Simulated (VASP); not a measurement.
Set up this calculation in VASP 6.6.1, as the native input.

| Property | Result |
| --- | --- |
| Task | electric field gradients |
| Functional | PBEsol |
| Potentials or basis | VASP PAW PBE potentials, release 64 (Sb) |
| Cutoff | 200 eV |
| k mesh | 9 × 9 × 9 |
| Occupations | fermi-dirac, width 0.05 eV |
| Spin | no spin polarisation |
| Further INCAR settings | ALGO = Normal; EDIFF = 1e-07 |

The structure of Sb lies in POSCAR:

```
Sb
1.0
    2.1542000000      1.2437279499      3.7580000000
   -2.1542000000      1.2437279499      3.7580000000
    0.0000000000     -2.4874558998      3.7580000000
Sb
2
Direct
    0.2334900000      0.2334900000      0.2334900000
    0.7665100000      0.7665100000      0.7665100000
```

One way to write it, as run:

INCAR

```
SYSTEM = Sb
PREC = Accurate
ENCUT = 200
EDIFF = 1E-7
ISMEAR = -1
SIGMA = 0.05
LREAL = .False.
LASPH = .True.
NELM = 100
ALGO = Normal
ISIF = 2
LWAVE = .False.
LCHARG = .False.
GGA = PS
LEFG = .True.
```

KPOINTS

```
Automatic mesh
0
Gamma
  9 9 9
  0 0 0
```

Potentials or basis: VASP PAW PBE potentials, release 64 (Sb).

Command:

```sh
$ cat potpaw_PBE.64/Sb/POTCAR > POTCAR
$ mpirun -np 1 vasp_std > vasp.out
```

It gave:

```
Pressure               : 0.2 GPa
Largest force          : 0.182 eV/Å
Band gap on the k mesh : 0.08 eV, indirect (least direct gap 0.49 eV)
```

Caveat: the cutoff is under 1.25 times the usual one of these potentials, so pressure, stress and relaxed cells hold a basis-set (Pulay) error; the PAW data sets were made with another functional, which shifts forces and pressure a little; spin-orbit coupling is left out, which moves the levels of the heavy elements; an odd mesh through Γ misses points on the zone boundary, where band edges often lie.

Wall time 14 s on 1 thread of AMD EPYC 7R13 Processor (Zen 3), on a shared host, peak memory 0.11 GiB.
